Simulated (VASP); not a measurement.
Here is a VASP 6.6.1 calculation.

Contents of POSCAR:

```
Si
1.0
    0.0000000000      2.7218511865      2.7218511865
    2.7218511865      0.0000000000      2.7218511865
    2.7218511865      2.7218511865      0.0000000000
Si
2
Direct
    0.5000000000      0.5000000000      0.5000000000
    0.7500000000      0.7500000000      0.7500000000
```

Contents of INCAR.step1:

```
PREC     = Accurate       # precision mode
ENCUT    = 450            # plane-wave cutoff, eV
EDIFF    = 1E-8           # SCF threshold, eV
ISMEAR   = 0              # smearing method
SIGMA    = 0.01           # smearing width, eV
LREAL    = False          # projectors in reciprocal space
LASPH    = True           # aspherical terms in the spheres
NELM     = 100            # most SCF steps
ALGO     = Fast           # electronic algorithm
LWAVE    = True           # write WAVECAR
LCHARG   = False          # write CHGCAR
GGA      = PE             # functional
```

File INCAR.step2:

```
PREC     = Accurate       # precision mode
ENCUT    = 450            # plane-wave cutoff, eV
EDIFF    = 1E-8           # SCF threshold, eV
ISMEAR   = 0              # smearing method
SIGMA    = 0.01           # smearing width, eV
LREAL    = False          # projectors in reciprocal space
LASPH    = True           # aspherical terms in the spheres
NELM     = 1              # most SCF steps
ALGO     = Exact          # electronic algorithm
LWAVE    = True           # write WAVECAR
LCHARG   = False          # write CHGCAR
GGA      = PE             # functional
NBANDS   = 323            # bands
LOPTICS  = True           # frequency-dependent dielectric function
ISTART   = 1
```

Contents of INCAR.step3:

```
PREC     = Accurate       # precision mode
ENCUT    = 450            # plane-wave cutoff, eV
EDIFF    = 1E-8           # SCF threshold, eV
ISMEAR   = 0              # smearing method
SIGMA    = 0.01           # smearing width, eV
LREAL    = False          # projectors in reciprocal space
LASPH    = True           # aspherical terms in the spheres
ALGO     = EVGW0          # electronic algorithm
LWAVE    = False          # write WAVECAR
LCHARG   = False          # write CHGCAR
GGA      = PE             # functional
NELMGW   = 1            
NBANDS   = 323            # bands
ENCUTGW  = 230            # cutoff of the response function
NOMEGA   = 50             # frequency points
PRECFOCK = Fast         
ISTART   = 1            
NBANDSGW = 12
```

File KPOINTS:

```
regular mesh
0
Gamma
  4 4 4
```

Potentials or basis: VASP PAW PBE potentials, release 64 (Si_GW).

Run with:

```console
$ cat potpaw_PBE.64/Si_GW/POTCAR > POTCAR
$ cp INCAR.step1 INCAR
$ mpirun -np 1 vasp_std > vasp.out
$ cp INCAR.step2 INCAR
$ mpirun -np 1 vasp_std > vasp.out
$ cp INCAR.step3 INCAR
$ mpirun -np 1 vasp_std > vasp.out
```

**Question.** Predict the quasiparticle gap.

**Answer.** 1.26 eV.

**Question.** Predict the least direct quasiparticle gap.

**Answer.** 3.23 eV.

**Question.** What does it give for the band gap on the k mesh, mean-field level?

**Answer.** 0.71 eV, indirect (least direct gap 2.54 eV).

Caveat: the k mesh is coarse (spacing up to 0.50 Å⁻¹), so the values aren't converged; bands, screening cutoff and mesh are small and nothing is extrapolated, so the quasiparticle values aren't converged. A k mesh can miss the band edges.
